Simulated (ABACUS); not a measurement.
Crystal: Si2W.

```
W Si
1.0
    -1.60690    1.60690    3.91495
     1.60690   -1.60690    3.91495
     1.60690    1.60690   -3.91495
W Si
1 2
Direct
  0.00000 0.00000 0.00000
  0.66530 0.66530 0.00000
  0.33470 0.33470 0.00000
```

Base run:

* Program: ABACUS 3.10.1
* Functional: LDA
* Potentials or basis: SG15 ONCV 1.2 PBE
* Cutoff: 1007 eV
* Density cutoff: 4027 eV
* Basis: plane waves
* k mesh: 12 × 12 × 12
* Occupations: fermi-dirac, width 0.05 eV
* Spin: no spin polarisation

Its results: band gap on the k mesh none (metal or under the smearing width); pressure -5.3 GPa; largest force 0.115 eV/Å.

Question: After a change of settings the same cell gave: band gap on the k mesh none (metal or under the smearing width); pressure 4.0 GPa; largest force 0.096 eV/Å. Which change was it?
A. functional from LDA to PBE
B. functional from LDA to PBEsol
C. functional from LDA to AM05
D. functional from LDA to RPBE

Answer: A.

PBE binds less tightly than LDA, so the same cell stands under more pressure.

Caveats: the potentials were made for another functional, which shifts forces and pressure (some runs).
